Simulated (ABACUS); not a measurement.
The system is KCl (Sylvite).

```
K Cl
1.0
     0.00000    3.14647    3.14647
     3.14647    0.00000    3.14647
     3.14647    3.14647    0.00000
K Cl
1 1
Cartesian
  0.0000 0.0000 0.0000
  3.1465 3.1465 3.1465
```

Program: ABACUS 3.10.1. Alike in all runs: task single point; no spin polarisation; cell as given; smearing fermi-dirac 0.05 eV.

Q: Order these runs on this cell by their band gap on the k mesh, lowest first.
A. level PBEsol; potentials or basis GBRV ultrasoft 1.5 PBEsol, plane waves; k mesh 6 × 6 × 6; cutoff (eV) 544; mesh quality not flagged
B. level LDA-PW92; potentials or basis PseudoDojo NC SR 0.4.1 LDA stringent, plane waves; k mesh 6 × 6 × 6; cutoff (eV) 993; mesh quality not flagged
C. level r2SCAN; potentials or basis SG15 ONCV 1.2 PBE, plane waves; k mesh 4 × 4 × 4; cutoff (eV) 1170; mesh quality coarse

A: B (4.74 eV), A (5.03 eV), C (5.74 eV).

Caveats: some runs use coarse meshes.
